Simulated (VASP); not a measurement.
# TePb (Pm-3m) in VASP: notebook

The runs below take TePb through relaxation of cell and atoms, with PBEsol, LDA.

Program: VASP 6.6.1. These are calculated values, not measurements. Logs are shortened: lines on timing, memory, paths and dates and some standing lists are left out, and cuts for length are marked.

## Step 1: Starting point

It takes space group Pm-3m (No. 221, cubic). Conventional cell: a = 4.002 Å, b = 4.002 Å, c = 4.002 Å, α = 90.00°, β = 90.00°, γ = 90.00°. Around Te (site symmetry m-3m) lie 8 Pb at 3.47 Å. Around Pb (site symmetry m-3m) lie 8 Te at 3.47 Å.

Measurements of this composition are mostly on another form, of space group No. 225.

## Step 2: Relaxation of cell and atoms, PBEsol, target pressure 17.6 GPa, at which the enthalpy is minimised

The input, INCAR:

```
PREC = Accurate ; ENCUT = 600
EDIFF = 1E-6 ; ISMEAR = 0
SIGMA = 0.03 ; LREAL = F
LASPH = T ; NELM = 80
ALGO = Normal ; ISIF = 3
LWAVE = F ; LCHARG = F
GGA = PS ; IBRION = 2
NSW = 90 ; EDIFFG = -0.01
PSTRESS = 176.0
```

The input, KPOINTS:

```
Automatic mesh
0
Gamma
  8 8 8
```

The input, POSCAR:

```
TePb
1.0
    4.0022870000      0.0000000000      0.0000000000
    0.0000000000      4.0022870000      0.0000000000
    0.0000000000      0.0000000000      4.0022870000
Te Pb
1 1
Direct
    0.5000000000      0.5000000000      0.5000000000
    0.0000000000      0.0000000000      0.0000000000
```

Potentials or basis: VASP PAW PBE potentials, release 64 (Te, Pb_d).

On the command line:

```console
> cat potpaw_PBE.64/Te/POTCAR potpaw_PBE.64/Pb_d/POTCAR > POTCAR
> mpirun -np 1 vasp_std > vasp.out
```

OUTCAR:

```text
PREC = Accurate
   ENCUT = 600
   EDIFF = 1E-6
   ISMEAR = 0
   LREAL = F
   LASPH = T
   NELM = 80
   ISIF = 3
   GGA = PS
   IBRION = 2
   NSW = 90
   EDIFFG = -0.01
   PSTRESS = 176.0

 ion  position               nearest neighbor table
   1  0.500  0.500  0.500-   2 3.47   2 3.47   2 3.47   2 3.47   2 3.47   2 3.47   2 3.47   2 3.47

   2  0.000  0.000  0.000-   1 3.47   1 3.47   1 3.47   1 3.47   1 3.47   1 3.47   1 3.47   1 3.47

  LATTYP: Found a simple cubic cell.
 ALAT       =     4.0022870000

  Lattice vectors:

 A1 = (   4.0022870000,   0.0000000000,   0.0000000000)
 A2 = (   0.0000000000,   4.0022870000,   0.0000000000)
 A3 = (   0.0000000000,   0.0000000000,   4.0022870000)

Analysis of symmetry for initial positions (statically):
=====================================================================
 Subroutine PRICEL returns:
 Original cell was already a primitive cell.

 Routine SETGRP: Setting up the symmetry group for a
 simple cubic supercell.

 Subroutine GETGRP returns: Found 48 space group operations
 (whereof 48 operations were pure point group operations)
 out of a pool of 48 trial point group operations.

The static configuration has the point symmetry O_h .

Analysis of symmetry for dynamics (positions and initial velocities):
=====================================================================
 Subroutine PRICEL returns:
 Original cell was already a primitive cell.

 Routine SETGRP: Setting up the symmetry group for a
 simple cubic supercell.

 Subroutine GETGRP returns: Found 48 space group operations
 (whereof 48 operations were pure point group operations)
 out of a pool of 48 trial point group operations.

The dynamic configuration has the point symmetry O_h .

 Subroutine INISYM returns: Found 48 space group operations
 (whereof 48 operations are pure point group operations),
 and found     1 'primitive' translations

----------------------------------------------------------------------------------------

                                     Primitive cell

  volume of cell :      64.1098

  direct lattice vectors                    reciprocal lattice vectors
     4.002287000  0.000000000  0.000000000     0.249857144  0.000000000  0.000000000
     0.000000000  4.002287000  0.000000000     0.000000000  0.249857144  0.000000000
     0.000000000  0.000000000  4.002287000     0.000000000  0.000000000  0.249857144

  length of vectors
     4.002287000  4.002287000  4.002287000     0.249857144  0.249857144  0.249857144

  position of ions in fractional coordinates (direct lattice)
     0.500000000  0.500000000  0.500000000
     0.000000000  0.000000000  0.000000000

  ion indices of the primitive-cell ions
   primitive index   ion index
                 1           1
                 2           2

----------------------------------------------------------------------------------------

 KPOINTS: Automatic mesh

Automatic generation of k-mesh.
 Grid dimensions read from file:
 generate k-points for:    8    8    8

 Generating k-lattice:

  Cartesian coordinates                     Fractional coordinates (reciprocal lattice)
     0.031232143  0.000000000  0.000000000     0.125000000  0.000000000  0.000000000
     0.000000000  0.031232143  0.000000000     0.000000000  0.125000000  0.000000000
     0.000000000  0.000000000  0.031232143     0.000000000  0.000000000  0.125000000

  Length of vectors
     0.031232143  0.031232143  0.031232143

  Shift w.r.t. Gamma in fractional coordinates (k-lattice)
     0.000000000  0.000000000  0.000000000

 Subroutine IBZKPT returns following result:
 ===========================================

 Found     35 irreducible k-points:

 Following reciprocal coordinates:
            Coordinates               Weight
  0.000000  0.000000  0.000000      1.000000
  0.125000  0.000000  0.000000      6.000000
  0.250000  0.000000  0.000000      6.000000
  0.375000  0.000000  0.000000      6.000000
  0.500000  0.000000  0.000000      3.000000
  0.125000  0.125000  0.000000     12.000000
[... 16 lines left out ...]
  0.375000  0.375000  0.125000     24.000000
  0.500000  0.375000  0.125000     24.000000
 [... further k-points ...]
   k-points           NKPTS =     35   k-points in BZ     NKDIM =     35   number of bands    NBANDS=     14
   number of dos      NEDOS =    301   number of ions     NIONS =      2
   total plane-waves  NPLWV =  32768
   dimension x,y,z NGX =    32 NGY =   32 NGZ =   32
   dimension x,y,z NGXF=    64 NGYF=   64 NGZF=   64
   ions per type =               1   1
   NGX,Y,Z   is equivalent  to a cutoff of  13.29, 13.29, 13.29 a.u.
   NGXF,Y,Z  is equivalent  to a cutoff of  26.58, 26.58, 26.58 a.u.
 SYSTEM =  unknown system
   PREC   = accura    normal or accurate (medium, high low for compatibility)
   ISTART =      0    job   : 0-new  1-cont  2-samecut
   ICHARG =      2    charge: 1-file 2-atom 10-const
   ISPIN  =      1    spin polarized calculation?
   LNONCOLLINEAR =      F non collinear calculations
   LSORBIT =      F    spin-orbit coupling
   LASPH  =      T    aspherical Exc in radial PAW
   ENCUT  =  600.0 eV  44.10 Ry    6.64 a.u.   7.99  7.99  7.99*2*pi/ulx,y,z
   NELM   =     80;   NELMIN=  2; NELMDL= -5     # of ELM steps
   EDIFF  = 0.1E-05   stopping-criterion for ELM
   LREAL  =      F    real-space projection
   EDIFFG = -.1E-01   stopping-criterion for IOM
   NSW    =     90    number of steps for IOM
   IBRION =      2    ionic relax: 0-MD 1-quasi-New 2-CG
   NFREE  =      1    steps in history (QN), initial steepest desc. (CG)
   ISIF   =      3    stress and relaxation
   ISYM   =      2    0-nonsym 1-usesym 2-fastsym
   POTIM  = 0.5000    time-step for ionic-motion
   TEBEG  =    0.0;   TEEND  =   0.0 temperature during run
   PSTRESS=  176.0 pullay stress
   NELECT =      20.0000    total number of electrons
   NUPDOWN=      -1.0000    fix difference up-down
   EMIN   =  10.00;   EMAX   =-10.00  energy-range for DOS
   EFERMI =   0.00;   METHOD = LEGACY
   ISMEAR =     0;   SIGMA  =   0.03  broadening in eV -4-tet -1-fermi 0-gaus
   EFERMI_NEDOS =   21; number of points for ismear=-14 and -15
   IALGO  =     38    algorithm
   IMIX   =      4    mixing-type and parameters
     AMIX     =   0.40;   BMIX     =  1.00
     AMIX_MAG =   1.60;   BMIX_MAG =  1.00
  volume/ion in A,a.u.               =      32.05       216.32
  Fermi-wavevector in a.u.,A,eV,Ry     =   1.110307  2.098177 16.773027  1.232783
  Thomas-Fermi vector in A             =   2.246857
   LORBIT       =      0    0 simple, 1 ext, 2 COOP (PROOUT), +10 PAW based schemes
   GGA     = PS    functional components
   LHFCALC =     F    Hartree Fock is set to
   AEXX    =    0.0000 exact exchange contribution
   IVDW    =     0    specifies the selected vdW correction
   LEPSILON=     F    determine dielectric tensor
   LRPA    =     F    only Hartree local field effects (RPA)
 conjugate gradient relaxation of ions
 non-spin polarized calculation
 Gauss-broadening in eV      SIGMA  =   0.03
  energy-cutoff  :      600.00
  volume of cell :       64.11
 maximum number of plane-waves:      2176
 NGX is ok and might be reduce to    32
   NGX = 15   NGY = 15   NGZ = 15

--------------------------------------- Ionic step        1  -------------------------------------------

 number of electron      20.0000004 magnetization

 Free energy of the ion-electron system (eV)
  ---------------------------------------------------
  ext. energy  EPLUGINS =         0.00000000
  ---------------------------------------------------
  free energy    TOTEN  =        -7.83278915 eV

  energy without entropy =       -7.83208386  energy(sigma->0) =       -7.83243651

 E-fermi :   6.2526     XC(G=0):  -9.8322

 val. band max:        6.1778951175   @ k =   0.2500   0.1250   0.1250
 cond. band min:       6.2683562262   @ k =   0.3750   0.3750   0.3750
 fundamental gap:      0.0904611087
 Fermi energy:         6.2526186905

 k-point     1 :       0.0000    0.0000    0.0000
  band No.  band energies     occupation
      1     -10.8405      2.00000
      2     -10.8405      2.00000
      3     -10.7568      2.00000
      4     -10.7568      2.00000
      5     -10.7568      2.00000
      6      -5.9478      2.00000
      7      -0.5684      2.00000
      8       4.6633      2.00000
      9       4.6633      2.00000
     10       4.6633      2.00000
     11      10.1908      0.00000
     12      10.1908      0.00000
     13      11.4557      0.00000
     14      11.4557      0.00000
[... 951 lines left out ...]
  FREE ENERGIE OF THE ION-ELECTRON SYSTEM (eV)
  ---------------------------------------------------
  free  energy   TOTEN  =        -7.3903809894 eV

  energy  without entropy=       -7.3901462776  energy(sigma->0) =       -7.39026363

  enthalpy is  TOTEN    =        -2.0841082239 eV   P V=        5.3062727654

--------------------------------------- Ionic step        5  -------------------------------------------

 number of electron      20.0000003 magnetization

 Free energy of the ion-electron system (eV)
  ---------------------------------------------------
  ext. energy  EPLUGINS =         0.00000000
  ---------------------------------------------------
  free energy    TOTEN  =        -7.35153960 eV

  energy without entropy =       -7.35130592  energy(sigma->0) =       -7.35142276

 E-fermi :   9.9242     XC(G=0): -11.2175

 val. band max:        9.8889450476   @ k =   0.5000   0.0000   0.0000
 cond. band min:       9.9505176919   @ k =   0.5000   0.1250   0.0000
 fundamental gap:      0.0615726443
 Fermi energy:         9.9242080238

 k-point     1 :       0.0000    0.0000    0.0000
  band No.  band energies     occupation
      1      -7.1007      2.00000
      2      -7.1007      2.00000
      3      -6.8897      2.00000
      4      -6.8897      2.00000
      5      -6.8897      2.00000
      6      -4.4589      2.00000
      7       4.2907      2.00000
      8       7.6874      2.00000
      9       7.6874      2.00000
     10       7.6874      2.00000
     11      13.5458      0.00000
     12      13.5458      0.00000
     13      17.4555      0.00000
     14      17.4555      0.00000
[... 413 lines left out ...]
 POSITION                                       TOTAL-FORCE (eV/Angst)
 -----------------------------------------------------------------------------------
      1.81638      1.81638      1.81638         0.000000     -0.000000      0.000000
      0.00000      0.00000      0.00000        -0.000000      0.000000      0.000000
 -----------------------------------------------------------------------------------
    total drift:                               -0.000000      0.000000      0.000000

  FREE ENERGIE OF THE ION-ELECTRON SYSTEM (eV)
  ---------------------------------------------------
  free  energy   TOTEN  =        -7.3515395970 eV

  energy  without entropy=       -7.3513059194  energy(sigma->0) =       -7.35142276

  enthalpy is  TOTEN    =        -2.0851879625 eV   P V=        5.2663516344

 reached required accuracy - stopping structural energy minimisation
```

It took 74 s on 1 thread of Intel Xeon Platinum 8488C (Sapphire Rapids), shared host; peak memory 0.22 GiB.

What came out:

```yaml
Free_energy: -7.3515 eV
Relaxed_volume: 23.97 Å³/atom
Relaxed_cell: a = 3.633 Å, b = 3.633 Å, c = 3.633 Å, α = 90.00°, β = 90.00°, γ = 90.00°
Space_group_after_relaxing_to_0.05_Å: Pm-3m (No. 221)
Energy_change_on_relaxing_the_enthalpy_is_what_falls: +240.6 meV/atom
Ionic_steps: 5
Pressure_after_relaxing: 17.6 GPa
Band_gap_on_the_k_mesh: none (metal or under the smearing width)
```

The path:
| step | energy change (eV) | largest force (eV/Å) | pressure (GPa) | volume (Å³) |
| --- | --- | --- | --- | --- |
| 1 | 0.0000 | 0.0000 | -2.59 | 64.11 |
| 2 | 5.0696 | 0.0000 | 108.23 | 33.46 |
| 3 | 0.3638 | 0.0000 | 14.64 | 49.11 |
| 4 | 0.4424 | 0.0000 | 16.65 | 48.30 |
| 5 | 0.4813 | 0.0000 | 17.61 | 47.94 |

Final structure:
```
Te Pb
1.0
     3.63275    0.00000    0.00000
     0.00000    3.63275    0.00000
     0.00000    0.00000    3.63275
Te Pb
1 1
Direct
  0.50000 0.50000 0.50000
  0.00000 0.00000 0.00000
```

Caveat: the cell is relaxed towards a set pressure, so the enthalpy falls and the energy may rise; the volume moved by over 15 % at a fixed basis, so the end points are rough; the PAW data sets were made with another functional, which shifts forces and pressure a little. The run has no spin-orbit coupling, so splittings on Pb, Te are missing.

## Step 3: Relaxation of cell and atoms, PBEsol, target pressure 17.6 GPa, at which the enthalpy is minimised

This run uses another cell than the first one, of 23.97 Å³/atom, 0.748 times its volume.

The input, INCAR:

```
PREC = Accurate ; ENCUT = 600
EDIFF = 1E-7 ; ISMEAR = 0
SIGMA = 0.03 ; LREAL = F
LASPH = T ; NELM = 80
ALGO = Normal ; ISIF = 3
LWAVE = F ; LCHARG = F
GGA = PS ; IBRION = 2
NSW = 90 ; EDIFFG = -0.005
PSTRESS = 176.0
```

KPOINTS is that of step 2.

The input, POSCAR:

```
TePb                                    
1.0
    3.6327534402      0.0000000000      0.0000000000
    0.0000000000      3.6327534402      0.0000000000
    0.0000000000     -0.0000000000      3.6327534402
  Te              Pb            
     1     1
Direct
     0.5000000000000000    0.5000000000000000    0.5000000000000000
     0.0000000000000000    0.0000000000000000    0.0000000000000000
```

Potentials or basis: VASP PAW PBE potentials, release 64 (Te, Pb_d).

On the command line:

```console
> cat potpaw_PBE.64/Te/POTCAR potpaw_PBE.64/Pb_d/POTCAR > POTCAR
> mpirun -np 1 vasp_std > vasp.out
```

Run time: 20 s. Hardware: 1 thread of Intel Xeon Platinum 8488C (Sapphire Rapids), shared host; peak memory 0.19 GiB.

The run converged. Its results:

| Item | Value |
| --- | --- |
| Free energy | -7.3509 eV |
| Pressure after relaxing | 17.6 GPa |
| Band gap on the k mesh | none (metal or under the smearing width) |

Final structure:
```
CELL_PARAMETERS angstrom
3.63275 0.00000 0.00000
0.00000 3.63275 0.00000
0.00000 0.00000 3.63275
ATOMIC_POSITIONS crystal
Te 0.50000 0.50000 0.50000
Pb 0.00000 0.00000 0.00000
```

Levels at points of the mesh, in eV from the Fermi level:
```csv
k point,band 7,band 8,band 9,band 10,band 11,band 12,band 13,band 14
"(0.00, 0.00, 0.00)",-5.63,-2.24,-2.24,-2.24,3.62,3.62,7.53,7.53
"(0.50, 0.00, 0.00)",-10.41,-0.04,-0.04,0.12,0.80,2.67,2.67,4.75
"(0.50, 0.50, 0.00)",-8.16,-6.19,-6.19,0.43,4.62,4.64,4.64,6.72
"(0.50, 0.50, 0.50)",-6.70,-3.43,-3.43,-3.43,-1.98,-1.98,-1.98,16.79
```

Caveat: the relaxation stopped at its first step, so nothing moved; the cell is relaxed towards a set pressure, so the enthalpy falls and the energy may rise; the PAW data sets were made with another functional, which shifts forces and pressure a little. The run has no spin-orbit coupling, so splittings on Pb, Te are missing.

(Continued in part 2 of 2.)
